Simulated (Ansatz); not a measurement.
# Hf2NOS MXene monolayer in a perpendicular field, part 2 of 3

Wanted: the out-of-plane response of the Hf2NOS MXene monolayer. A positive field points along +c.

Ansatz 0.2.0; plane-wave DFT, PBE-D3(BJ), Ansatz PAW.

So far. Step 2 (Relaxation): The lattice constant a goes from 3.217 to 3.289 Å.

## Step 3: Single point, field 0, start network

A sawtooth potential applies the field, turning back in the middle of the vacuum. With the dipole correction the typed value is the field outside the slab. The induced dipole is small, so the SCF threshold is tight.

The cell differs from the one that the last finished run ended in (c 42.237 → 23.171 Å).

Contents of input.yaml:

```yaml
crystal:
  lattice:
    - [3.2892523616, 0.0, 0.0]
    - [-1.6446261808, 2.8485761046, 0.0]
    - [0.0, 0.0, 23.1705263647]
  atoms:
    - { symbol: S, position: [0.3333333333, 0.6666666667, 0.3884244949] }
    - { symbol: Hf, position: [0.6666666667, 0.3333333333, 0.4570234271] }
    - { symbol: "N", position: [0.0, 0.0, 0.5152890703] }
    - { symbol: Hf, position: [0.3333333333, 0.6666666667, 0.5704616456] }
    - { symbol: O, position: [0.6666666667, 0.3333333333, 0.6115755051] }
kpoints:
  mp_grid: { grid: [18, 18, 1] }
  band_path:
    path: [[0, 0, 0], [0.5, 0, 0], [0.33333333, 0.33333333, 0], [0, 0, 0]]
    npoints: 16
hamiltonian:
  xc: pbe
  dispersion: d3bj
scf:
  occupations: { method: fermi_dirac, width: 0.02585 }
  convergence: { dr2_threshold: 1.0e-10 }
efield:
  axis: 3
  dipole_correction: true
  ramp_position: 0.97
  ramp_width: 0.06
  amplitude: 0
output:
  dos: { projected: true, e_range: [-6, 5] }
  bader: true
  write_potential: true
  write_density: true
  volumetric_format: npy
  elf: true
```

Command:

```bash
> ansatz run input.yaml --threads 4 --pin off --max-ram 6144MiB --backend cpu --events-out ev --progress --plain --runs-dir out
```

Numbers of over 12 decimals in the logs are rounded to 6 here.

The program printed:

```text
[...]
Crystal: 5 atoms, lattice volume = 217.101 Å³
Basis set: ecut = 420 eV, 4337 PW (Γ)
Bands: 42, of which v1, the nominal top of the filled ones, is band 35 counted from 1 (34 counted from 0)
Symmetry: 6 space group operations
[...]
k-points: 37 of 324 (time reversal used)
[...]
SCF iter   1: F=—  HF=-33305.005903 eV  |F-HF|=—  |Δ(HF+E_count)|=         —  Δρ=3.23e-3  dr2=1.05e-1  ethr=1.77e-3  p=0.071 e·Å  D=5.93e-2 V/Å  ΔV_dip=-1.37 eV  dr2_dipole=2.92e-2  V_vac-E_F(+/−)=4.49/5.87 eV  ⟨swp⟩=8.7  Hψ=6999  notcnv=0  defer=2
efield: sawtooth ramp at fractional position 0.9700 (set: `efield.ramp_position`, or a place that a band, a saddle search or an elastic batch's reference lends), width 0.0600; the density the first Hamiltonian is built on has a dipole p = 0.071 e·Å; the dipole correction subtracts the counter field D = 5.93e-2 V/Å, which shifts the + side's vacuum level by -1.37 eV against the − side's; the planar-averaged density in the ramp window peaks in size at 1.2e-5 e/Å³
[...]
SCF iter   2: F=—  HF=-33305.000328 eV  |F-HF|=—  |Δ(HF+E_count)|=   5.57e-3  Δρ=1.18e-3  dr2=2.11e-2  ethr=1.51e-4  p=0.066 e·Å  D=5.54e-2 V/Å  ΔV_dip=-1.28 eV  dr2_dipole=7.13e-3  V_vac-E_F(+/−)=4.28/5.56 eV  ⟨swp⟩=3.2  Hψ=2924  notcnv=0  defer=91
[...]
SCF iter  12: F=-33304.998904 eV  HF=-33304.998904 eV  |F-HF|=1.31e-10  |Δ(HF+E_count)|=  4.87e-10  Δρ=1.35e-7  dr2=7.38e-11  ethr=1.00e-12  p=0.052 e·Å  D=4.37e-2 V/Å  ΔV_dip=-1.01 eV  dr2_dipole=2.48e-12  V_vac-E_F(+/−)=4.41/5.42 eV  ⟨swp⟩=11.5  Hψ=5682  notcnv=0
SCF 1 converged in 12 iterations: F = -33304.998904 eV  dr2 = 7.38e-11
[...]
NSCF: frozen V_eff on 49 k-points
efield: sawtooth ramp at fractional position 0.9700 (kept from the solve that this one continues, or follows in the run), width 0.0600; the density the first Hamiltonian is built on has a dipole p = 0.052 e·Å; the dipole correction subtracts the counter field D = 4.37e-2 V/Å, which shifts the + side's vacuum level by -1.01 eV against the − side's; the planar-averaged density in the ramp window peaks in size at 1.8e-6 e/Å³
[...]
SCF converged after 12 iterations
Free energy (F): -33304.998904 eV
[...]
Internal energy: -33304.993556 eV  (E = F + TS)
E sigma→0 (E₀):  -33304.996230 eV
Entropy (-TS):   -0.005348 eV (-1.070 meV/atom)
Fermi energy:    2.164685 eV
Dipole field:    D = 0.043678 V/Å  (p = 0.052404 e·Å, saw-weighted, corrected)
Work function:   Φ+ = 4.4070 eV   Φ− = 5.4191 eV
Levels:          The Fermi level and band energies are counted from a zero that moves with the ramp; work functions are not
[...]
--- Band table (eV; the first three rows and the last of 37) ---
  k-point 0: bands = [... 31 lower, -0.6922, 1.0664, 1.0664, 2.8424, 2.8741, 2.8741, 3.9878, 4.7587, ... 3 higher]
  k-point 1: bands = [... 31 lower, -0.6503, 0.8513, 0.9866, 2.7265, 3.0031, 3.0370, 4.0671, 4.7288, ... 3 higher]
  k-point 2: bands = [... 31 lower, -0.7419, 0.4581, 0.8173, 2.4753, 3.3057, 3.3148, 4.2506, 4.7071, ... 3 higher]
  k-point 36: bands = [... 31 lower, -2.2894, -1.3633, -0.8639, 3.4159, 3.6948, 4.3522, 5.3323, 5.5676, ... 3 higher]
--- Bader charges: 5 sites ---
  site symbol  charge [e]  shift [e]
     0      S     -1.0094     0.0002
     1     Hf      1.9112     0.0005
     2      N     -1.9067     0.0010
     3     Hf      2.3159     0.0034
     4      O     -1.3111     0.0026
  estimated error of the sums over rays = 7.7e-4 e
```

Elapsed: 17 s, on 4 threads of Intel Xeon 6975P-C (Granite Rapids), shared host; peak memory 0.81 GiB.

In the SCF lines HF is the Harris–Foulkes energy and dr2 the Hartree energy of the density residual, in eV; the loop may stop once dr2 is under the threshold and the program's other checks hold. Hψ counts applications of the Hamiltonian.

Numbers from this step:

* energy at zero smearing: -33304.9962 eV
* work function, upper face: 4.407 eV
* work function, lower face: 5.419 eV
* dipole along the normal: 0.05240 e·Å
* step between the vacuum levels: -1.012 eV

Running mean over a fixed 2.8 Å (it still follows the layers) of the planar mean; the ramp of the sawtooth is left out. Table of electron's electrostatic potential energy less the Fermi level by z:

z (Å), electron's electrostatic potential energy less the Fermi level (eV) and a bar from the least value:
```
      3.0        5.4 ##############################
      3.5        5.4 ##############################
      4.0        5.4 ##############################
      4.5        5.4 ##############################
      5.0        5.4 ##############################
      5.5        5.4 ##############################
      6.0        5.4 ##############################
      6.5        5.3 ##############################
      7.0        4.7 #############################
      7.5        2.9 #########################
      8.0        0.6 #####################
      8.5       -1.6 #################
      9.0       -4.4 ############
      9.5       -7.6 ######
     10.0       -9.2 ###
     10.5       -9.4 ###
     11.0       -9.8 ##
     11.5      -10.2 #
     12.0      -10.5 #
     12.5      -10.7 #
     13.0      -11.0 
     13.5       -9.7 ##
     14.0       -7.5 ######
     14.5       -4.4 ############
     15.0       -1.1 ##################
     15.5        2.0 ########################
     16.0        3.8 ###########################
     16.5        4.3 ############################
     17.0        4.4 ############################
     17.5        4.4 ############################
     18.0        4.4 ############################
     18.5        4.4 ############################
     19.0        4.4 ############################
     19.5        4.4 ############################
     20.0        4.4 ############################
```

The density of states has structure finer than the step of the table below, so its rows give means over 0.2 eV, whole bins alone (the curve runs from -6 to 1.99 eV). Peaks (eV: height): -5.31: 9.45, -4.70: 7.13, -4.59: 7.70, -4.46: 12.2, -4.40: 8.98, -4.10: 12.1, -2.86: 8.21.

The density of states by energy, zero at the Fermi level; means over each step:

```csv
energy (eV),density of states (states/eV a cell)
-5.8,3.65
-5.6,3.44
-5.4,3.78
-5.2,5.23
-5.0,1.52
-4.8,3.78
-4.6,5.38
-4.4,7.33
-4.2,5.92
-4.0,3.28
-3.8,1.90
-3.6,0.630
-3.4,1.52
-3.2,1.82
-3.0,3.15
-2.8,3.68
-2.6,1.68
-2.4,1.62
-2.2,1.70
-2.0,2.23
-1.8,1.81
-1.6,1.04
-1.4,0.655
-1.2,0.366
-1.0,0.463
-0.8,0.881
-0.6,0.926
-0.4,1.02
-0.2,1.10
0.0,1.22
0.2,1.57
0.4,1.38
0.6,0.831
0.8,1.40
1.0,1.69
1.2,1.32
1.4,1.34
1.6,1.66
1.8,2.99
```

Projected DOS per atom over height of the atomic layer and energy from the Fermi level. Layers: S Hf N Hf O from below.

Ten even steps from '0' (0.01 states/eV) to '9' (2.17 states/eV), each cell a mean:
```
03150
02020
02020
01010
02020
02010
01010
01000
00000
20000
51000
51000
51000
92201
41000
21000
42505
44719
32318
12414
01525
01349
```
Columns: height of the atomic layer (Å) from 9 to 14.2 (not evenly spaced); rows upwards: energy from the Fermi level (eV) from -5.96 to 1.96.

The electronic bands at the labelled points (eV, zero at the Fermi level):

```csv
point,band 31,band 32,band 33,band 34,band 35,band 36,band 37,band 38
Γ,-3.94,-2.86,-1.10,-1.10,0.68,0.71,0.71,1.82
halfway,-4.18,-3.83,-2.56,-1.69,-0.45,1.76,2.07,2.29
M,-4.38,-4.26,-2.82,-1.88,-1.05,1.78,2.88,3.56
halfway,-4.64,-4.07,-3.28,-2.62,-0.01,2.27,2.33,3.00
K,-4.59,-4.45,-3.53,-3.03,1.25,1.53,2.19,3.17
halfway,-4.26,-3.78,-2.85,-2.14,0.47,0.67,2.61,2.81
Γ,-3.94,-2.86,-1.10,-1.10,0.68,0.71,0.71,1.82
```

ELF in the ca plane at fractional y = 0.333, with atoms of Hf and O within 0.2 Å of it. It is the smooth field of the valence electrons, not physical close to the nuclei.

Ten even steps from '0' (0.00) to '9' (0.83), each cell a mean:
```
00000024565235531331115887520000000000000000
00000001222279983121259999741000000000000000
00000000011499994111379579852000000000000000
00000000111389994111269789852000000000000000
00000012443258852221137998631000000000000000
00000136787422222442112465310000000000000000
00001368999742125752221111000000000000000000
00001368999852236752232000000000000000000000
00000257898631114652111233100000000000000000
```
Columns run along c (16.0 Å, from fractional 0.25 to 0.94 of the cell), rows up along a (3.3 Å). Atoms in or near the plane, at fractional coordinates: Hf at (0.46, 0.67), O at (0.61, 0.67).

Electrostatic potential energy in the ca plane at fractional y = 0.333, with atoms of Hf and O within 0.2 Å of it. With pseudopotentials it is smooth inside the atoms' cores, unlike the true potential.

Values in eV, 5 rows by 16 columns, each cell a mean:
```
  7   7   7   3 -18 -24  -1  -1 -11   3   7   7   7   7   7   7
  7   7   7   3 -29 -33  -3   1 -33  -6   7   7   7   7   7   7
  7   7   7   3 -19 -25  -1  -1 -13   3   7   7   7   7   7   7
  7   7   5  -1  -1  -2   0 -10  -4   5   7   7   7   7   7   7
  7   7   5  -1  -1  -2   0 -10  -4   5   7   7   7   7   7   7
```
Columns run along c (16.0 Å, from fractional 0.25 to 0.94 of the cell; values clipped at the 3rd and 97th percentile), rows up along a (3.3 Å). Atoms in or near the plane, at fractional coordinates: Hf at (0.46, 0.67), O at (0.61, 0.67).

Valence density in the ca plane at fractional y = 0.333, with atoms of Hf and O within 0.2 Å of it. It is the smooth field of the valence electrons, not physical close to the nuclei.

Ten steps, logarithmic in the rise over the least value, from '0' (0 e/Å³) to '9' (29 e/Å³), each cell a mean:
```
00000000000000011123442111111222100000000000
00000000000000001147874110012454200000000000
00000000000000000158996200013666300000000000
00000000000000000148985200013565200000000000
00000000000000001135663110012343100000000000
00000000000000011112221111111111000000000000
00000000000000112211111121222100000000000000
00000000000000122211111122222100000000000000
00000000000000112111111111122110000000000000
```
Columns run along c (16.0 Å, from fractional 0.14 to 0.83 of the cell), rows up along a (3.3 Å). Atoms in or near the plane, at fractional coordinates: Hf at (0.46, 0.67), O at (0.61, 0.67).

The work function of the upper face is 4.41 eV.

## Step 4: Atoms held, field 0.1 V/Å

Edit input.yaml of step 3 so:

```diff
@@ -25,8 +25,6 @@
   dipole_correction: true
-  ramp_position: 0.97
-  ramp_width: 0.06
-  amplitude: 0
+  ramp_position: 0.9351
+  ramp_width: 0.1188
+  amplitude: 0.1
 output:
-  dos: { projected: true, e_range: [-6, 5] }
-  bader: true
   write_potential: true
@@ -34,2 +32 @@
   volumetric_format: npy
-  elf: true
```

The program printed:

```text
[...]
Crystal: 5 atoms, lattice volume = 217.101 Å³
Basis set: ecut = 420 eV, 4337 PW (Γ)
Bands: 42, of which v1, the nominal top of the filled ones, is band 35 counted from 1 (34 counted from 0)
Symmetry: 6 space group operations
[...]
k-points: 37 of 324 (time reversal used)
[...]
k-point 0: bands = [... 31 lower, -0.7097, 1.0463, 1.0463, 2.8270, 2.8642, 2.8642, 3.9784, 4.7474, ... 3 higher]
  k-point 1: bands = [... 31 lower, -0.6672, 0.8309, 0.9664, 2.7137, 2.9933, 3.0244, 4.0566, 4.7230, ... 3 higher]
  k-point 2: bands = [... 31 lower, -0.7590, 0.4367, 0.7966, 2.4631, 3.2960, 3.3013, 4.2370, 4.7107, ... 3 higher]
  k-point 36: bands = [... 31 lower, -2.2810, -1.3859, -0.8931, 3.4076, 3.6872, 4.3428, 5.3252, 5.5517, ... 3 higher]
[key lines of the parts left out:]
SCF converged after 14 iterations
Free energy (F): -33305.005839 eV
Fermi energy:    2.152307 eV
Dipole field:    D = 0.071943 V/Å  (p = 0.086315 e·Å, saw-weighted, corrected)
```

The job ended after 12 s (4 threads; peak memory 0.78 GiB).

The dipole is 0.0863 e·Å, 0.0339 e·Å from its value without field.

## Step 5: Single point, field -0.1 V/Å

Edit input.yaml of step 4 so:

```diff
@@ -27,3 +27,3 @@
   ramp_width: 0.1188
-  amplitude: 0.1
+  amplitude: -0.1
 output:
```

The program printed:

```text
[...]
Crystal: 5 atoms, lattice volume = 217.101 Å³
Basis set: ecut = 420 eV, 4337 PW (Γ)
Bands: 42, of which v1, the nominal top of the filled ones, is band 35 counted from 1 (34 counted from 0)
Symmetry: 6 space group operations
[...]
k-points: 37 of 324 (time reversal used)
[...]
k-point 0: bands = [... 31 lower, -0.6864, 1.0746, 1.0746, 2.8458, 2.8721, 2.8721, 3.9838, 4.7583, ... 3 higher]
  k-point 1: bands = [... 31 lower, -0.6449, 0.8599, 0.9951, 2.7273, 3.0012, 3.0378, 4.0641, 4.7217, ... 3 higher]
  k-point 2: bands = [... 31 lower, -0.7365, 0.4677, 0.8263, 2.4758, 3.3037, 3.3163, 4.2510, 4.6897, ... 3 higher]
  k-point 36: bands = [... 31 lower, -2.3095, -1.3524, -0.8466, 3.4122, 3.6906, 4.3499, 5.3277, 5.5717, ... 3 higher]
[key lines of the parts left out:]
SCF converged after 15 iterations
Free energy (F): -33304.995359 eV
Fermi energy:    2.165263 eV
Dipole field:    D = 0.015414 V/Å  (p = 0.018494 e·Å, saw-weighted, corrected)
```

It took 11 s on 4 threads; peak memory 0.77 GiB.

The dipole is 0.0185 e·Å, -0.0339 e·Å from its value without field.

## Step 6: Single point, field 0.2 V/Å

Edit input.yaml of step 5 so:

```diff
@@ -27,3 +27,3 @@
   ramp_width: 0.1188
-  amplitude: -0.1
+  amplitude: 0.2
 output:
```

The program printed:

```text
[...]
Crystal: 5 atoms, lattice volume = 217.101 Å³
Basis set: ecut = 420 eV, 4337 PW (Γ)
Bands: 42, of which v1, the nominal top of the filled ones, is band 35 counted from 1 (34 counted from 0)
Symmetry: 6 space group operations
[...]
k-points: 37 of 324 (time reversal used)
[...]
k-point 0: bands = [... 31 lower, -0.7220, 1.0312, 1.0312, 2.8164, 2.8594, 2.8594, 3.9724, 4.7411, ... 3 higher]
  k-point 1: bands = [... 31 lower, -0.6791, 0.8154, 0.9512, 2.7058, 2.9884, 3.0167, 4.0497, 4.7214, ... 3 higher]
  k-point 2: bands = [... 31 lower, -0.7709, 0.4203, 0.7808, 2.4557, 3.2912, 3.2927, 4.2274, 4.7178, ... 3 higher]
  k-point 36: bands = [... 31 lower, -2.2679, -1.4033, -0.9172, 3.4042, 3.6845, 4.3382, 5.3231, 5.5408, ... 3 higher]
[key lines of the parts left out:]
SCF converged after 15 iterations
Free energy (F): -33305.016166 eV
Fermi energy:    2.144843 eV
Dipole field:    D = 0.100204 V/Å  (p = 0.120222 e·Å, saw-weighted, corrected)
```

The job ended after 11 s (4 threads; peak memory 0.78 GiB).

The dipole is 0.120 e·Å, 0.0678 e·Å from its value without field.

## Step 7: Single point, field -0.2 V/Å

Edit input.yaml of step 6 so:

```diff
@@ -27,3 +27,3 @@
   ramp_width: 0.1188
-  amplitude: 0.2
+  amplitude: -0.2
 output:
```

The program printed:

```text
[...]
Crystal: 5 atoms, lattice volume = 217.101 Å³
Basis set: ecut = 420 eV, 4337 PW (Γ)
Bands: 42, of which v1, the nominal top of the filled ones, is band 35 counted from 1 (34 counted from 0)
Symmetry: 6 space group operations
[...]
k-points: 37 of 324 (time reversal used)
[...]
k-point 0: bands = [... 31 lower, -0.6755, 1.0879, 1.0879, 2.8540, 2.8751, 2.8751, 3.9826, 4.7630, ... 3 higher]
  k-point 1: bands = [... 31 lower, -0.6345, 0.8735, 1.0084, 2.7329, 3.0042, 3.0435, 4.0639, 4.7177, ... 3 higher]
  k-point 2: bands = [... 31 lower, -0.7260, 0.4823, 0.8402, 2.4811, 3.3066, 3.3226, 4.2546, 4.6743, ... 3 higher]
  k-point 36: bands = [... 31 lower, -2.3248, -1.3363, -0.8243, 3.4135, 3.6913, 4.3526, 5.3282, 5.5809, ... 3 higher]
[key lines of the parts left out:]
SCF converged after 15 iterations
Free energy (F): -33304.995205 eV
Fermi energy:    2.170761 eV
Dipole field:    D = -0.012852 V/Å  (p = -0.015420 e·Å, saw-weighted, corrected)
```

Elapsed: 11 s, on 4 threads; peak memory 0.77 GiB.

The dipole is -0.0154 e·Å, -0.0678 e·Å from its value without field.

## Step 8: Single point, field 0.35 V/Å

Edit input.yaml of step 7 so:

```diff
@@ -25,6 +25,8 @@
   dipole_correction: true
-  ramp_position: 0.9351
-  ramp_width: 0.1188
-  amplitude: -0.2
+  ramp_position: 0.9099
+  ramp_width: 0.1694
+  amplitude: 0.35
 output:
+  dos: { projected: true, e_range: [-6, 5] }
+  bader: true
   write_potential: true
@@ -32 +34,2 @@
   volumetric_format: npy
+  elf: true
```

The program printed:

```text
[...]
Crystal: 5 atoms, lattice volume = 217.101 Å³
Basis set: ecut = 420 eV, 4337 PW (Γ)
Bands: 42, of which v1, the nominal top of the filled ones, is band 35 counted from 1 (34 counted from 0)
Symmetry: 6 space group operations
[...]
k-points: 37 of 324 (time reversal used)
[...]
k-point 36: bands = [... 31 lower, -2.2500, -1.4307, -0.9552, 3.3973, 3.6787, 4.3297, 5.3184, 5.5229, ... 3 higher]
--- Bader charges: 5 sites ---
  site symbol  charge [e]  shift [e]
     0      S     -1.0242     0.0002
     1     Hf      1.9093     0.0005
     2      N     -1.9068     0.0010
     3     Hf      2.3230     0.0034
     4      O     -1.3013     0.0026
  estimated error of the sums over rays = 7.6e-4 e
[key lines of the parts left out:]
SCF converged after 16 iterations
Free energy (F): -33305.038017 eV
Fermi energy:    2.131919 eV
Dipole field:    D = 0.142627 V/Å  (p = 0.171120 e·Å, saw-weighted, corrected)
```

The job ended after 19 s (4 threads; peak memory 0.77 GiB; 71 s of CPU time).

The dipole is 0.171 e·Å, 0.119 e·Å from its value without field.

(Part 2 of 3 ends here.)

[Logs are printed without paths, hosts, clocks, repeated set-up lines and the standing remarks that a program may print on its own settings, such as how far it seeks lower states.]

[Hosts, paths, dates, database ids (printed as entryN), source tags and the programs' standing remarks are cut or masked in the printed files.]

[Maps of the electrostatic potential energy from Ansatz leave out the sawtooth potential of an applied field or a dipole correction, so their vacuum need not be flat; planar profiles and work functions include it.]

[The density of states shown here was stored with 400 of the rows of the run's finer table, so its peaks can read low, often by over a quarter, or be missed, and its means over a window can be off by a tenth or more.]
